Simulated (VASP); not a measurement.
A VASP calculation is set up with these files.

KPOINTS:
```
Regular mesh
0
G
4 4 4
0 0 0
```

### INCAR
```
! general
SYSTEM  = InCuS2
PREC    = Accurate
ENCUT   = 300   ! plane-wave cut-off (eV)
LREAL   = .FALSE.
LASPH   = .TRUE.

! electronic loop
EDIFF   = 1E-6   ! SCF stop (eV)
NELM    = 100   ! most electronic steps
ALGO    = Normal
LMAXMIX = 4   ! l cut-off of mixed one-centre charges

! smearing
ISMEAR  = 0   ! Gaussian
SIGMA   = 0.136   ! width (eV)

! functional
GGA     = PE   ! PBE

! ions
ISIF    = 2

! output
LWAVE   = .FALSE.
LCHARG  = .FALSE.
```

POSCAR:
```
InCuS2
1
   -2.8118160000     2.8118160000     5.6671150000
    2.8118160000    -2.8118160000     5.6671150000
    2.8118160000     2.8118160000    -5.6671150000
In Cu S
2 2 4
Direct
  0.5000000000   0.5000000000   0.0000000000
  0.2500000000   0.7500000000   0.5000000000
  0.7500000000   0.2500000000   0.5000000000
  0.0000000000   0.0000000000   0.0000000000
  0.8750000000   0.9038000000   0.5288000000
  0.0962000000   0.6250000000   0.9712000000
  0.3750000000   0.3462000000   0.4712000000
  0.6538000000   0.1250000000   0.0288000000
```

POTCAR, in this order: In_d Cu S (PBE.64 set). Program: vasp_std.

**Question.** Translate this PBE calculation to Ansatz.

**Answer.** One equivalent input (not run):
Ansatz 0.2 input:
```yaml
crystal:
  lattice:
    - [-2.8118160, 2.8118160, 5.6671150]
    - [2.8118160, -2.8118160, 5.6671150]
    - [2.8118160, 2.8118160, -5.6671150]
  atoms:
    - { symbol: In, position: [0.5000000, 0.5000000, 0.0000000] }
    - { symbol: In, position: [0.2500000, 0.7500000, 0.5000000] }
    - { symbol: Cu, position: [0.7500000, 0.2500000, 0.5000000] }
    - { symbol: Cu, position: [0.0000000, 0.0000000, 0.0000000] }
    - { symbol: S, position: [0.8750000, 0.9038000, 0.5288000] }
    - { symbol: S, position: [0.0962000, 0.6250000, 0.9712000] }
    - { symbol: S, position: [0.3750000, 0.3462000, 0.4712000] }
    - { symbol: S, position: [0.6538000, 0.1250000, 0.0288000] }
kpoints:
  mp_grid: { grid: [4, 4, 4] }
hamiltonian:
  xc: pbe
  pseudopotentials: { kind: paw }
scf:
  occupations: { method: gaussian, width: 0.136 }
  max_iter: 100
output: { forces: true, stress: true, eigenvalues: true }
```
Limits of the translation: each code has its own PAW files, so the cut-off isn't converted (ENCUT is set for VASP's; basis.ecutwfc is left out, and Ansatz then takes the one that its files recommend); Ansatz stops its SCF on the density residual and VASP on the energy change (EDIFF).

The structure comes from a computed database's InCuS2 entry; how it stands against other phases isn't given here. The cell was not relaxed at this level. The k-mesh is coarse (spacing up to 0.40 per Å, 2π included), so the numbers may not be converged in it.
